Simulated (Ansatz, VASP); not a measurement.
CuO in VASP and in Ansatz

The input INCAR:

```
SYSTEM = CuO
ALGO     = Normal         ! electronic algorithm
EDIFF    = 1E-7           ! SCF threshold, eV
ENCUT    = 520            ! plane-wave cutoff, eV
GGA      = PE             ! functional
ISIF     = 2              ! what is computed and relaxed
ISMEAR   = -1             ! smearing method
LASPH    = .True.         ! aspherical terms in the spheres
LCHARG   = .False.        ! write CHGCAR
LREAL    = .False.        ! projectors in reciprocal space
LWAVE    = .False.        ! write WAVECAR
NBANDS   = 16             ! bands
NELM     = 100            ! most SCF steps
PREC     = Accurate       ! precision mode
SIGMA    = 0.05           ! smearing width, eV
```

File KPOINTS:

```
k-points
0
Gamma
  10 10 10
  0 0 0
```

POSCAR

```
CuO
1.0
    0.0000000000      2.3578779885      2.3578779885
    2.3578779885      0.0000000000      2.3578779885
    2.3578779885      2.3578779885      0.0000000000
Cu O
1 1
Direct
    0.0000000000      0.0000000000      0.0000000000
    0.2500000000      0.2500000000      0.2500000000
```

input.yaml

```yaml
crystal:
  lattice:
    - [0.0, 2.3578779885, 2.3578779885]
    - [2.3578779885, 0.0, 2.3578779885]
    - [2.3578779885, 2.3578779885, 0.0]
  atoms:
    - { symbol: Cu, position: [0.0, 0.0, 0.0] }
    - { symbol: O, position: [0.25, 0.25, 0.25] }
hamiltonian:
  xc: pbe
  pseudopotentials: { kind: paw }
kpoints:
  mp_grid: { grid: [10, 10, 10] }
scf:
  occupations: { method: fermi_dirac, width: 0.05 }
output:
  forces: true
  stress: true
  eigenvalues: true
```

Change from the starting cell: volume scaled by 1.04.

Alike in both runs: task single point; functional PBE; k mesh 10 × 10 × 10; occupations fermi-dirac, width 0.05 eV; no spin polarisation.

|  | VASP | Ansatz |
| --- | --- | --- |
| version | VASP 6.6.1 | Ansatz 0.2.0 |
| potentials or method | VASP PAW PBE potentials, release 64 (Cu, O) | Ansatz PAW |
| plane-wave cutoff (eV) | 520 | 420 |
| valence electrons in the cell | 17 | 25 |

Ansatz gave:

| Item | Value |
| --- | --- |
| gap on the k mesh at the Fermi level (eV) | none |
| pressure (GPa) | -12.7 |

**Question.** Which values does VASP return?

**Answer.** gap on the k mesh at the Fermi level (eV): none; pressure (GPa): -12.4.

A gap of «none» marks a metal or a gap that the smearing closes. The two sets of potentials don't hold the same shells in valence.

Caveats: an odd number of electrons without spin polarisation forces a metal; a magnetic or distorted state may lie lower; the run has no spin polarisation, though such a crystal can be magnetic; semilocal functionals often make such compounds metallic where correlation or magnetic order opens a gap, which also shifts bond lengths; the pressure holds a Pulay correction of +0.6 GPa for the finite cutoff (Ansatz).
